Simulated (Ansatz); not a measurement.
## P: the change of pressure with volume per atom

Periodic Kohn-Sham DFT of a crystal at fixed atoms; pressure and stress are positive in compression; the energy is the free energy less that of spherical unpolarised free atoms; site moments are those in the method's own spheres, positive along +z. The results are calculated, by Ansatz 0.2.0.

Cell of the first row (space group Fd-3m, No. 227):
```
CELL_PARAMETERS angstrom
0.00000 2.68470 2.68470
2.68470 0.00000 2.68470
2.68470 2.68470 0.00000
ATOMIC_POSITIONS crystal
P 0.00000 0.00000 0.00000
P 0.25000 0.25000 0.25000
```

Settings of every row: method frozen-core PAW; functional PBE; relativity scalar; k mesh 11x11x11; filling fermi-dirac; smearing width 0.08 eV; wave cutoff 420 eV; paw set soft_2.

Atom start moment: 0 on all atoms.

Limits: the cell comes from a prototype or a list of computed structures and needn't be the stable phase.

| row | volume per atom (Å³) | pressure (GPa) |
| --- | --- | --- |
| 1 | 19.35 | 2.992 |
| 2 | 20.163 | 0.924 |
| 3 | 20.574 | 0.024 |
| 4 | 20.986 | -0.803 |
| 5 | 21.809 | ? |

Question: what pressure should row 5 give?

Worked fit of pressure. Take u = (V_r/V)^(2/3) − 1 with V_r = 20.369 Å³ an atom, which is twice the finite (Eulerian) strain; such expansions in the strain, on which the Birch-Murnaghan equation of state is built, carry the rest volume and the bulk modulus. The shown rows have u = 0.03481, 0.0068, -0.00665, -0.0197. Least squares give pressure = 0.4615 + 67.227 × u + 156.82 × u² GPa; a straight line predicts inner rows, each left out in turn, worse (root mean square 0.072 against 0.0053 GPa). The rows lie off it by 0.000, -0.002, 0.003, -0.001. The withheld row has u = -0.04452, so the fit gives 0.4615 + 67.227 × (-0.04452) + 156.82 × (-0.04452)² = -2.221 GPa.

The calculation gave -2.3 GPa. The fit lies 0.079 GPa (3.4 % of the value, 1.5 % of the column's range) above it; its largest miss of a shown row is 0.003 GPa. This row lies beyond the range of the fit.
